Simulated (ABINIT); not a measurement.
Runs of ABINIT 10.8.3 (patched build) on FeO (Wuestite). The structure is trigonal, space group R-3m (No. 166). The conventional cell has a = 3.038 Å, b = 3.038 Å, c = 7.559 Å, α = 90.00°, β = 90.00°, γ = 120.00°. Fe (site symmetry -3m) is surrounded by 6 O at 2.16 Å. O (site symmetry -3m) has 6 Fe at 2.16 Å as nearest neighbours. 

| task | level | potentials or basis | U | cell | k mesh | cutoff (eV) | bands in the sums | broadening (eV) | scissor shift (eV) | tensor components | cell freedom (optcell) | mesh quality | gap on the mesh (eV) | pressure (GPa) | moment (μB) | relaxed volume (Å³/atom) |
| --- | --- | --- | --- | --- | --- | --- | --- | --- | --- | --- | --- | --- | --- | --- | --- | --- |
| optical spectrum | LDA | PseudoDojo NC SR LDA v0.4.1 standard | - | as given | 12 × 12 × 12 | 1252 | 17 | 0.1 | 0 | [11, 33] | - | not flagged | none | -17.1 | 4.00 | - |
| relaxation of cell and atoms | PBEsol | PseudoDojo NC SR PBEsol v0.4.1 standard | - | relaxed | 8 × 8 × 8 | 1225 | - | - | - | - | 2 | not flagged | none | 0.0 | 4.00 | (a) |
| Hubbard U by linear response | PBEsol+U | Ansatz PAW PBE default generated set, frozen core | Fe d U = 4 eV | as given | 6 × 6 × 6 | 435 | - | - | - | - | - | coarse | 0.73 | 0.8 | 4.00 | - |
| single point | LDA | PseudoDojo NC SR LDA v0.4.1 standard | - | as given | 8 × 8 × 8 | 1252 | - | - | - | - | - | not flagged | none | -17.0 | 4.00 | - |
| Hund's J by linear response | LDA+U | JTH PAW LDA v2.0 | Fe d U = 0 eV | as given | 6 × 6 × 6 | 707 | - | - | - | - | - | coarse | none | -16.7 | 4.00 | - |
| single point | LDA-PZ+U | JTH PAW LDA v2.0 | Fe d U = 6 eV | as given | 8 × 8 × 8 | 707 | - | - | - | - | - | not flagged | none | -28.6 | 2.64 | - |
| relaxation of cell and atoms | LDA+U | JTH PAW LDA v2.0 | Fe d U = 6.2 eV | relaxed | 8 × 8 × 8 | 707 | - | - | - | - | 2 | not flagged | none | 0.0 | 4.00 | (b) |

Alike in all rows: spin collinear, ferromagnetic start; smearing fermi-dirac 0.05 eV.

**Question.** Estimate the missing entries.

**Answer.** (a) 9.54; (b) 9.36.

Caveats: some runs use coarse meshes; a cell with one magnetic atom can't hold antiferromagnetic order, which such compounds often take; semilocal functionals often make such compounds metallic where correlation or magnetic order opens a gap, which also shifts bond lengths (some runs); so large a pressure means that the cell lies far from this level's equilibrium, or that cutoff or potentials fall short (some runs); the shifted atom has its images in every cell, so this scalar value isn't converged in cell size and belongs to these projectors alone (some runs); the intraband (Drude) term is left out (some runs); spectra need much finer meshes, so this one isn't converged (some runs); the PAW data sets were made with another functional, which shifts forces and pressure a little (some runs).

A k mesh can miss the band edges.

A gap of «none» marks a metal or a gap under the smearing width.

Not every run made on this cell is shown here.
